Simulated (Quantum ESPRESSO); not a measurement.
AlRu:

```
Ru Al
1.0
     2.99160    0.00000    0.00000
     0.00000    2.99160    0.00000
     0.00000    0.00000    2.99160
Ru Al
1 1
Direct
  0.50000 0.50000 0.50000
  0.00000 0.00000 0.00000
```

```yaml
Program: Quantum ESPRESSO 7.5
Task: phonons
Functional: PBEsol
Potentials_or_basis: PseudoDojo 0.4.1 SR PBEsol standard
Cutoff: 1143 eV
Density_cutoff: 4572 eV
k_mesh: 6 × 6 × 6
Occupations: cold, width 0.2 eV
Spin: no spin polarisation
Mixing_beta: 0.5
Most_SCF_iterations: 120
SCF_threshold: 4e-10 Ry
```

Task: What is the highest optical frequency at the zone centre?

Result: 312 cm⁻¹, a mode of symmetry T1u (IR).

Optical modes at Γ, degenerate ones joined:
```
cm⁻¹  components  symmetry  active in
 312           3       T1u         IR
```

Caveat: the k mesh is coarse; the mesh is thin for the phonons of a metal; the cell is more than 3 GPa from zero pressure, which shifts response properties.
